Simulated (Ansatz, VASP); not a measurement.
**One calculation of Pb, two programs**

```xyz
1
Lattice="0.0000 2.5169 2.5169 2.5169 0.0000 2.5169 2.5169 2.5169 0.0000" Properties=species:S:1:pos:R:3 pbc="T T T"
Pb    0.0000    0.0000    0.0000
```

Alike in both runs: functional PBE; k mesh 11 × 11 × 11; occupations fermi-dirac, width 0.05 eV; no spin polarisation.

Ansatz relaxed the structure, and its values are those at the end. VASP's run is a single point on that final structure, the one shown.

|  | VASP | Ansatz |
| --- | --- | --- |
| version | VASP 6.6.1 | Ansatz 0.2.0 |
| potentials or method | VASP PAW PBE potentials, release 64 (Pb_d), cutoff 520 eV | all-electron LAPW, scalar-relativistic |

|  | VASP | Ansatz | Ansatz less VASP |
| --- | --- | --- | --- |
| pressure (GPa) | -0.1 | 0.0 | +0.06 |

Ansatz ran all-electron here, so the differences hold the error of VASP's frozen core and of both bases.

The runs have no spin-orbit coupling, so splittings on Pb are missing.
